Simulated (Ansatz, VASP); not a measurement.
Hf: VASP beside Ansatz

The input INCAR:

```
SYSTEM = Hf
PREC = Accurate ; ENCUT = 520
EDIFF = 1E-6 ; ISMEAR = 0
SIGMA = 0.15 ; LREAL = .False.
LASPH = .True. ; NELM = 80
ALGO = Fast ; ISIF = 2
LWAVE = .False. ; LCHARG = .False.
GGA = PS ; NBANDS = 17
```

Contents of KPOINTS:

```
Automatic mesh
0
Gamma
  18 18 10
  0 0 0
```

File POSCAR:

```
Hf
1.0
    3.0967355433      0.0000000000      0.0000000000
   -1.5483677717      2.6818516493      0.0000000000
    0.0000000000      0.0000000000      5.3896029931
Hf
2
Direct
    0.3333333333      0.6666666667      0.2500000000
    0.6666666667      0.3333333333      0.7500000000
```

Input for Ansatz:

```yaml
crystal:
  lattice:
    - [3.0967355433, 0.0, 0.0]
    - [-1.5483677717, 2.6818516493, 0.0]
    - [0.0, 0.0, 5.3896029931]
  atoms:
    - { symbol: Hf, position: [0.3333333333, 0.6666666667, 0.25] }
    - { symbol: Hf, position: [0.6666666667, 0.3333333333, 0.75] }
basis:
  ecutwfc: 420
kpoints:
  mp_grid: { grid: [18, 18, 10] }
hamiltonian:
  xc: pbesol
scf:
  occupations: { method: gaussian, width: 0.15 }
output:
  forces: true
  stress: true
  eigenvalues: true
```

Alike in both runs: task single point; functional PBEsol; k mesh 18 × 18 × 10; occupations gaussian, width 0.15 eV; no spin polarisation.

```csv
,VASP,Ansatz
version,VASP 6.6.1,Ansatz 0.2.0
potentials or method,"VASP PAW PBE potentials, release 64 (Hf_pv)","scalar-relativistic, plane waves, PAW"
plane-wave cutoff (eV),520,420
valence electrons in the cell,20,52
```

Ansatz gave:

```
gap on the k mesh at the Fermi level (eV)       : none
pressure (GPa)                                  : -3.7
largest component of the traceless stress (GPa) : 6.84
```

Problem. What did VASP give for the same quantities?

Solution. gap on the k mesh at the Fermi level (eV): none; pressure (GPa): -4.1; largest component of the traceless stress (GPa): 6.86.

A gap of «none» marks a metal or a gap that the smearing closes. With one functional, cell and mesh, what is left measures potentials, basis and numerics. The two sets of potentials don't hold the same shells in valence.

Caveats: the PAW data sets were made with another functional, which shifts forces and pressure a little (VASP). The runs have no spin-orbit coupling, so splittings on Hf are missing.
